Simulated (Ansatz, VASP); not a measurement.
CsBr in VASP and in Ansatz

File POSCAR:

```
CsBr
1.0
    4.3196004938      0.0000000000      0.0000000000
    0.0000000000      4.3196004938      0.0000000000
    0.0000000000      0.0000000000      4.3196004938
Cs Br
1 1
Direct
    0.0000000000      0.0000000000      0.0000000000
    0.5000000000      0.5000000000      0.5000000000
```

Contents of INCAR.step1:

```
SYSTEM = CsBr
ALGO = Normal ; EDIFF = 1E-5
ENCUT = 520 ; GGA = PE
ISIF = 2 ; ISMEAR = 0
LASPH = .True. ; LCHARG = .False.
LREAL = .False. ; LWAVE = .True.
NBANDS = 15 ; NELM = 100
PREC = Accurate ; SIGMA = 0.01
```

The input INCAR.step2:

```
SYSTEM = CsBr
AEXX = 0.5 ; ALGO = Normal
EDIFF = 1E-6 ; ENCUT = 520
GGA = PE ; HFSCREEN = 0.2078
ISIF = 2 ; ISMEAR = 0
ISTART = 1 ; LASPH = .True.
LCHARG = .False. ; LHFCALC = .True.
LREAL = .False. ; LWAVE = .False.
NBANDS = 15 ; NELM = 100
PREC = Accurate ; PRECFOCK = Normal
SIGMA = 0.01
```

File KPOINTS:

```
k-points
0
Gamma
  4 4 4
  0 0 0
```

Input for Ansatz:

```yaml
crystal:
  lattice:
    - [4.3196004938, 0.0, 0.0]
    - [0.0, 4.3196004938, 0.0]
    - [0.0, 0.0, 4.3196004938]
  atoms:
    - { symbol: Cs, position: [0.0, 0.0, 0.0] }
    - { symbol: Br, position: [0.5, 0.5, 0.5] }
kpoints:
  mp_grid: { grid: [4, 4, 4] }
hamiltonian:
  xc:
    exchange: pbe
    correlation: pbe
    exx: { coeff: 0.5, omega: 0.2078 }
scf:
  occupations: { method: fixed }
  n_extra_bands: 4
output:
  forces: true
  stress: true
  eigenvalues: true
```

Alike in both runs: task single point; functional PBE-based screened hybrid; k mesh 4 × 4 × 4; no spin polarisation.

```csv
,VASP,Ansatz
version,VASP 6.6.1,Ansatz 0.2.0
potentials or method,"VASP PAW PBE potentials, release 64 (Cs_sv, Br)",plane waves
plane-wave cutoff (eV),520,420
occupations,"gaussian, width 0.01 eV",fixed
valence electrons in the cell,16,16
```

```tsv
	VASP	Ansatz	Ansatz less VASP
gap on the k mesh at the Fermi level (eV)	6.81	6.83	+0.016
pressure (GPa)	0.0	0.1	+0.04
```

Ansatz warned: «stress_exchange_threshold_loose».

Caveats: the PAW data sets were made with another functional, which shifts forces and pressure a little (VASP); spin-orbit coupling is left out, which moves the levels of the heavy elements.
